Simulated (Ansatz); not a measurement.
# TiC: ab initio molecular dynamics

The task, for TiC: run short molecular dynamics at set temperatures.

Program: Ansatz 0.2.0. Level of theory: DFT PBE, scalar-relativistic, plane waves, PAW. These are calculated values, not measurements.

## (1) The structure to begin with

The structure is cubic, space group Fm-3m (No. 225). The conventional cell has a = 4.328 Å, b = 4.328 Å, c = 4.328 Å, α = 90.00°, β = 90.00°, γ = 90.00°. Ti (site symmetry m-3m) has 6 C at 2.16 Å as nearest neighbours. C (site symmetry m-3m) has 6 Ti at 2.16 Å as nearest neighbours.

Coordinates:

```cif
data_structure
_symmetry_space_group_name_H-M 'Fm-3m'
_symmetry_Int_Tables_number 225
_cell_length_a 4.3280
_cell_length_b 4.3280
_cell_length_c 4.3280
_cell_angle_alpha 90.000
_cell_angle_beta 90.000
_cell_angle_gamma 90.000
_cell_volume 81.07
loop_
_atom_site_label
_atom_site_type_symbol
_atom_site_symmetry_multiplicity
_atom_site_Wyckoff_symbol
_atom_site_fract_x
_atom_site_fract_y
_atom_site_fract_z
_atom_site_occupancy
Ti1 Ti 4 a 0.00000 0.00000 0.00000 1
C1 C 4 b 0.00000 0.00000 0.50000 1
```

The cell is taken as given, not relaxed at this level.

## (2) The perfect supercell on the trajectory's mesh

The input, input.yaml:

```yaml
crystal:
  lattice:
    - [-4.328, 4.328, 0.0]
    - [-4.328, 0.0, 4.328]
    - [0.0, 4.328, 4.328]
  atoms:
    - { symbol: Ti, position: [0.0, 0.0, 0.0] }
    - { symbol: Ti, position: [0.5, 0.0, 0.0] }
    - { symbol: Ti, position: [0.0, 0.5, 0.0] }
    - { symbol: Ti, position: [0.0, 0.0, 0.5] }
    - { symbol: Ti, position: [0.5, 0.5, 0.0] }
    - { symbol: Ti, position: [0.5, 0.0, 0.5] }
    - { symbol: Ti, position: [0.0, 0.5, 0.5] }
    - { symbol: Ti, position: [0.5, 0.5, 0.5] }
    - { symbol: C, position: [0.75, 0.75, 0.75] }
    - { symbol: C, position: [0.25, 0.75, 0.75] }
    - { symbol: C, position: [0.75, 0.25, 0.75] }
    - { symbol: C, position: [0.75, 0.75, 0.25] }
    - { symbol: C, position: [0.25, 0.25, 0.75] }
    - { symbol: C, position: [0.25, 0.75, 0.25] }
    - { symbol: C, position: [0.75, 0.25, 0.25] }
    - { symbol: C, position: [0.25, 0.25, 0.25] }
  symmetry: { detect: false }
basis:
  ecutwfc: 420
kpoints:
  mp_grid: { grid: [2, 2, 2], shift: [0.5, 0.5, 0.5] }
hamiltonian:
  xc: pbe
scf:
  occupations: { method: gaussian, width: 0.1 }
output:
  forces: true
  stress: true
  eigenvalues: true
```

The run is started by

```console
ansatz run input.yaml --threads 4 --pin off --max-ram 5120MiB --backend cpu --events-out ev --progress --plain --runs-dir out
```

What it wrote (excerpt; [...] marks lines left out):

```text
Warning: RAYON_NUM_THREADS=4 ignored (pool sized by the plan → 4); use --threads N
[...]
Pseudopotentials: kind: paw
Pseudopotential: Ti, paw, valence charge 12, recommended cutoff 420 eV (normal), Ti.paw.azcp
Pseudopotential: C, paw, valence charge 4, recommended cutoff 420 eV (normal), C.paw.azcp
Functional definition: PBE
[...]
Crystal: 16 atoms, lattice volume = 162.141 Å³
Basis set: ecut = 420 eV, 3143 PW (Γ), exchange–correlation on 90×90×90 points (8 copies of the dense FFT grid, shifted against one another)
Bands: 80, of which v1, the nominal top of the filled ones, is band 64 counted from 1 (63 counted from 0)
Symmetry: 1 space group operations
k-points: 4 of 8 (time reversal used)
[...]
SCF iter   1: F=—  HF=-22017.990864 eV  |F-HF|=—  |Δ(HF+E_count)|=         —  Δρ=7.30e-3  dr2=3.87e-2  ethr=1.77e-3  ⟨swp⟩=4.2  Hψ=1183  notcnv=0
[...]
SCF iter   6: F=-22017.983102 eV  HF=-22017.983102 eV  |F-HF|=7.09e-9  |Δ(HF+E_count)|=   1.38e-7  Δρ=4.84e-6  dr2=2.88e-8  ethr=7.81e-11  ⟨swp⟩=8.2  Hψ=1072  notcnv=0
[...]
SCF converged after 6 iterations
Free energy (F): -22017.983102 eV
[...]
E sigma→0 (E₀):  -22017.983102 eV
Entropy (-TS):   -0.000000 eV (-0.000 meV/atom)
Fermi energy:    14.813021 eV
[...]
--- Forces (eV/Å), atoms counted from 1 ---
  atom   1  Ti     0.00000012    -0.00000189    -0.00000121
  atom   2  Ti    -0.00000114     0.00000035    -0.00000492
  atom   3  Ti    -0.00000117    -0.00000480     0.00000031
  atom   4  Ti     0.00000474     0.00000188     0.00000208
  atom   5  Ti    -0.00000486    -0.00000191    -0.00000201
  atom   6  Ti     0.00000120     0.00000488    -0.00000044
  atom   7  Ti     0.00000142    -0.00000033     0.00000497
  atom   8  Ti    -0.00000026     0.00000164     0.00000137
[...]
--- Stress (GPa, compression-positive) ---
        1.051859       3.064051       3.064050
        3.064051       1.051850      -3.064051
        3.064050      -3.064051       1.051854
  P = ⅓ Tr σ = 1.0519 GPa (10.519 kbar)
--- Band table (eV) ---
[...]
```

It took 0.8 s on 4 threads of Intel Xeon 6975P-C (Granite Rapids), shared host; peak memory 0.64 GiB.

## (3) The perfect supercell under the smearing of the next run

input.yaml, as its differences from that of step 2:

```diff
@@ -22,3 +22,2 @@
     - { symbol: C, position: [0.25, 0.25, 0.25] }
-  symmetry: { detect: false }
 basis:
@@ -30,3 +29,3 @@
 scf:
-  occupations: { method: gaussian, width: 0.1 }
+  occupations: { method: fermi_dirac, width: 0.1551 }
 output:
```

The run is started by

```console
ansatz run input.yaml --threads 4 --pin off --max-ram 5120MiB --backend cpu --events-out ev --progress --plain --runs-dir out
```

What it wrote (excerpt; [...] marks lines left out):

```text
[...]
SCF converged after 6 iterations
Free energy (F): -22018.039364 eV
[...]
E sigma→0 (E₀):  -22017.940972 eV
Entropy (-TS):   -0.196784 eV (-12.299 meV/atom)
Fermi energy:    14.733252 eV
[...]
--- Forces (eV/Å), atoms counted from 1 ---
  atom   1  Ti    -0.00000000     0.00000000    -0.00000000
  atom   2  Ti    -0.00000000    -0.00000000     0.00000000
  atom   3  Ti    -0.00000000    -0.00000000    -0.00000000
  atom   4  Ti    -0.00000000    -0.00000000    -0.00000000
  atom   5  Ti    -0.00000000    -0.00000000     0.00000000
  atom   6  Ti    -0.00000000    -0.00000000     0.00000000
  atom   7  Ti    -0.00000000     0.00000000     0.00000000
  atom   8  Ti    -0.00000000    -0.00000000     0.00000000
[...]
--- Stress (GPa, compression-positive) ---
        1.213190       2.700231       2.700231
        2.700231       1.213190      -2.700231
        2.700231      -2.700231       1.213190
  P = ⅓ Tr σ = 1.2132 GPa (12.132 kbar)
--- Band table (eV) ---
[...]
```

It took 0.5 s on 4 threads of Intel Xeon 6975P-C (Granite Rapids), shared host; peak memory 0.58 GiB.

## (4) Molecular dynamics, 1800 K

150 steps of 2 fs with a Langevin thermostat, velocities drawn for 1800 K, at 1.06 times the reference volume.

input.yaml, as its differences from that of step 3:

```diff
@@ -2,5 +2,5 @@
   lattice:
-    - [-4.328, 4.328, 0.0]
-    - [-4.328, 0.0, 4.328]
-    - [0.0, 4.328, 4.328]
+    - [-4.4128842954, 4.4128842954, 0.0]
+    - [-4.4128842954, 0.0, 4.4128842954]
+    - [0.0, 4.4128842954, 4.4128842954]
   atoms:
@@ -30,2 +30,4 @@
   occupations: { method: fermi_dirac, width: 0.1551 }
+  lower_state_search: "off"
+  convergence: { dr2_threshold: 1.0e-07 }
 output:
@@ -33,2 +35,9 @@
   stress: true
-  eigenvalues: true
+md:
+  timestep: 2.0
+  n_steps: 150
+  ensemble: nvt_langevin
+  temperature: 1800.0
+  initial_velocities: maxwell_boltzmann
+  seed: 18398
+  friction: 0.02
```

The run is started by

```console
ansatz run input.yaml --threads 4 --pin off --max-ram 5120MiB --backend cpu --events-out ev --progress --plain --runs-dir out
```

What it wrote (excerpt; [...] marks lines left out):

```text
Warning: md: disabling space-group detection — thermal motion breaks the input geometry's symmetry, so no spatial operation reduces the k-mesh or symmetrises the density; time reversal is kept, so that k and −k are solved as one point where they differ and the mesh holds both, and exact [...]
Warning: output.stress: scf.convergence.dr2_threshold = 1e-7 eV (the SCF's general default) is looser than the 1.6e-9 eV advised for a printed stress (1e-10 eV for each atom of the cell: 16). What an SCF threshold leaves in a stress goes as its square root, and in the free energy as the [...]
Warning: RAYON_NUM_THREADS=4 ignored (pool sized by the plan → 4); use --threads N
band count auto-derived: 84 (N_el = 128.0; filled up to band 64; 80 by the electrons, moments and atoms)
[...]
Pseudopotentials: kind: paw
Pseudopotential: Ti, paw, valence charge 12, recommended cutoff 420 eV (normal), Ti.paw.azcp
Pseudopotential: C, paw, valence charge 4, recommended cutoff 420 eV (normal), C.paw.azcp
Functional definition: PBE
[...]
Crystal: 16 atoms, lattice volume = 171.869 Å³
Basis set: ecut = 420 eV, 3383 PW (Γ), exchange–correlation on 90×90×90 points (8 copies of the dense FFT grid, shifted against one another)
Bands: 84, of which v1, the nominal top of the filled ones, is band 64 counted from 1 (63 counted from 0)
Symmetry: 1 space group operations
k-points: 4 of 8 (time reversal used)
[...]
SCF iter   1: F=—  HF=-22017.697114 eV  |F-HF|=—  |Δ(HF+E_count)|=         —  Δρ=5.92e-3  dr2=2.62e-2  ethr=1.77e-3  ⟨swp⟩=4.0  Hψ=1182  notcnv=0
[...]
md step     0: t =     0.00 fs  T =  1687.5 K  F+E_penalty+E_count = -22017.69232463 eV  E_kin = 3.490020 eV  P_inst = -9.7960 GPa  (6 SCF iters)
[...]
md step    13: t =    26.00 fs  T =  1397.5 K  F+E_penalty+E_count = -22014.59123234 eV  E_kin = 2.890336 eV  P_inst = -3.2593 GPa  (5 SCF iters)
[...]
md step    26: t =    52.00 fs  T =  2294.3 K  F+E_penalty+E_count = -22015.38198364 eV  E_kin = 4.744930 eV  P_inst = -1.7434 GPa  (6 SCF iters)
[...]
md step    39: t =    78.00 fs  T =  1863.1 K  F+E_penalty+E_count = -22015.33599542 eV  E_kin = 3.853253 eV  P_inst = -4.1364 GPa  (6 SCF iters)
[...]
md step    52: t =   104.00 fs  T =  1370.0 K  F+E_penalty+E_count = -22015.01203433 eV  E_kin = 2.833400 eV  P_inst = -2.8777 GPa  (6 SCF iters)
md step    53: t =   106.00 fs  T =  1411.9 K  F+E_penalty+E_count = -22015.01275543 eV  E_kin = 2.920077 eV  P_inst = -2.6271 GPa  (6 SCF iters)
md step    54: t =   108.00 fs  T =  1498.0 K  F+E_penalty+E_count = -22015.04734045 eV  E_kin = 3.098163 eV  P_inst = -2.4082 GPa  (6 SCF iters)
```

## (5) The log goes on: dynamics (nvt_langevin) at 1800 K, volume x 1.06

The log, continued (excerpt; [...] marks lines left out):

```text
md step    55: t =   110.00 fs  T =  1612.9 K  F+E_penalty+E_count = -22015.08926974 eV  E_kin = 3.335672 eV  P_inst = -2.2425 GPa  (6 SCF iters)
[...]
md step    79: t =   158.00 fs  T =  1913.4 K  F+E_penalty+E_count = -22014.36807470 eV  E_kin = 3.957228 eV  P_inst = -0.6470 GPa  (5 SCF iters)
[...]
md step   103: t =   206.00 fs  T =  1790.1 K  F+E_penalty+E_count = -22014.29630029 eV  E_kin = 3.702224 eV  P_inst = 1.4157 GPa  (6 SCF iters)
[...]
md step   127: t =   254.00 fs  T =  1655.5 K  F+E_penalty+E_count = -22014.33753941 eV  E_kin = 3.423816 eV  P_inst = -0.5431 GPa  (6 SCF iters)
[...]
md step   149: t =   298.00 fs  T =  1740.5 K  F+E_penalty+E_count = -22014.31681113 eV  E_kin = 3.599607 eV  P_inst = 0.7337 GPa  (6 SCF iters)
[...]
md step   150: t =   300.00 fs  T =  1733.5 K  F+E_penalty+E_count = -22014.38781407 eV  E_kin = 3.585154 eV  P_inst = 0.6924 GPa  (7 SCF iters)
SCF converged after 7 iterations
Free energy (F): -22014.387814 eV
[...]
E sigma→0 (E₀):  -22014.284501 eV
Entropy (-TS):   -0.206626 eV (-12.914 meV/atom)
Fermi energy:    13.682117 eV
[...]
--- Forces (eV/Å), atoms counted from 1 ---
  atom   1  Ti    -3.38961052    -2.25905723     1.53124502
  atom   2  Ti    -3.63338842    -0.40371407    -1.36566382
  atom   3  Ti     0.92911867     1.50540845    -2.34436916
  atom   4  Ti     0.50947414    -2.70906359     1.48881238
  atom   5  Ti    -0.04132904    -2.10715541     0.17445991
  atom   6  Ti     1.21090464     0.18793738    -1.53876711
  atom   7  Ti     2.22664394     0.77351349     0.38787152
  atom   8  Ti     0.83384120     2.31715733    -1.03519213
[...]
--- Stress (GPa, compression-positive) ---
        1.927253       2.312209       1.342717
        2.312209      -3.516115      -0.849766
        1.342716      -0.849766      -3.018139
  P = ⅓ Tr σ = -1.5357 GPa (-15.357 kbar)
--- MD trajectory: 150 steps, t = 0.0 → 300.0 fs ---
  final state: T = 1733.5 K   F+E_penalty+E_count = -22014.38781407 eV   E_kin = 3.585154 eV
```

It took 1.9 min on 4 threads of Intel Xeon 6975P-C (Granite Rapids), shared host; peak memory 0.71 GiB.

## (6) Along the run

One row in 8; energies are changes from the first frame, and the pressure holds the kinetic part:

| time (fs) | T (K) | potential (meV/atom) | pressure (GPa) |
| --- | --- | --- | --- |
| 0.0 | 1688 | 0.0 | -9.8 |
| 16.0 | 912 | 206.7 | -3.2 |
| 32.0 | 1372 | 234.9 | -2.4 |
| 48.0 | 2118 | 147.4 | -2.1 |
| 64.0 | 1305 | 192.6 | -1.7 |
| 80.0 | 1955 | 138.1 | -4.3 |
| 96.0 | 1100 | 188.2 | -3.1 |
| 112.0 | 1574 | 160.6 | -2.3 |
| 128.0 | 1870 | 156.5 | -2.5 |
| 144.0 | 1562 | 212.9 | -0.3 |
| 160.0 | 2095 | 206.2 | -0.4 |
| 176.0 | 1625 | 191.5 | -1.7 |
| 192.0 | 1765 | 171.4 | -2.6 |
| 208.0 | 1802 | 222.0 | 1.9 |
| 224.0 | 1878 | 228.7 | 0.2 |
| 240.0 | 1408 | 254.8 | 0.5 |
| 256.0 | 1512 | 217.3 | -0.6 |
| 272.0 | 2258 | 134.8 | -3.8 |
| 288.0 | 1757 | 217.8 | -0.4 |

Frames as positions (Å) and forces (eV/Å):

```xyz
16
Lattice="-4.413 4.413 0.000 -4.413 0.000 4.413 0.000 4.413 4.413" Properties=species:S:1:pos:R:3:forces:R:3 pbc="T T T" time_fs=200.0 T_K=2226
Ti    0.263   -0.025   -0.339    0.512   -0.581   -1.538
Ti   -1.926    2.177   -0.408   -0.097    0.152   -0.510
Ti   -1.717    0.033    1.866   -3.086   -0.747   -2.001
Ti    0.174    2.300    1.684    2.366   -0.333    1.420
Ti   -3.977    2.066    1.902   -0.719    0.456   -0.980
Ti   -1.878    4.595    1.662    0.619   -1.925    1.084
Ti   -1.745    2.236    4.121   -0.506   -0.313   -1.408
Ti   -3.988    4.293    3.786   -0.872    1.255    1.955
C    -6.173    6.652    6.241   -0.975   -0.598   -0.905
C    -4.207    4.497    6.362    0.899   -1.125   -1.323
C    -4.074    6.519    4.023    0.544    0.818   -0.101
C    -6.138    4.381    3.749   -1.005   -0.063    4.268
C    -1.844    4.322    3.865   -0.351    0.463    0.817
C    -4.218    2.065    4.038    1.863    1.673   -0.426
C    -4.220    4.365    1.759    3.378    0.697    0.234
C    -1.729    2.190    1.813   -2.570    0.172   -0.585
16
Lattice="-4.413 4.413 0.000 -4.413 0.000 4.413 0.000 4.413 4.413" Properties=species:S:1:pos:R:3:forces:R:3 pbc="T T T" time_fs=300.0 T_K=1734
Ti    0.637    0.090   -0.756   -3.390   -2.259    1.531
Ti   -1.524    2.156   -0.494   -3.633   -0.404   -1.366
Ti   -1.736   -0.124    1.668    0.929    1.505   -2.344
Ti    0.433    2.409    1.588    0.509   -2.709    1.489
Ti   -3.952    2.354    1.410   -0.041   -2.107    0.174
Ti   -1.915    4.488    1.760    1.211    0.188   -1.539
Ti   -1.852    2.173    3.702    2.227    0.774    0.388
Ti   -4.036    4.269    3.863    0.834    2.317   -1.035
C    -6.072    6.624    6.127   -0.803   -0.450   -1.311
C    -3.769    4.444    5.874   -1.698   -0.242    0.684
C    -4.070    6.700    3.653    0.202   -0.292    1.545
C    -6.284    4.308    3.643    3.033    1.269    1.949
C    -1.761    4.497    3.766   -0.379   -1.114    0.499
C    -4.005    2.079    3.834    1.789    2.395   -0.329
C    -3.917    4.337    1.530   -0.095    0.967    0.378
C    -1.682    2.219    1.657   -0.695    0.162   -0.714
```

Pair distribution functions g(r) over the second half, up to half the cell's height:

| r (Å) | C-Ti |
| --- | --- |
| 1.75 | 0.0 |
| 1.85 | 0.3 |
| 1.95 | 1.8 |
| 2.05 | 4.0 |
| 2.15 | 5.2 |
| 2.25 | 4.7 |
| 2.35 | 3.0 |
| 2.45 | 1.5 |

## (7) Summary of results

```
                                                 quantity                 value
               mean temperature, second half (1800 K run)  1794 K, spread 302 K
                  mean pressure, second half (1800 K run)              -0.8 GPa
mean potential energy above the perfect cell (1800 K run)          224 meV/atom
       mean square move, first to last frame (1800 K run)    C 0.03, Ti 0.05 Å²
```

What this shows: Over the second half of the 1800 K run the temperature averages 1794 K, with a standard deviation of 302 K. Among the stored frames no atom gets farther than 0.4 Å from its first place (drift of the whole removed), against a shortest distance of 2.21 Å, so within this short run the atoms stay near their sites. The trajectories are far too short for converged averages.
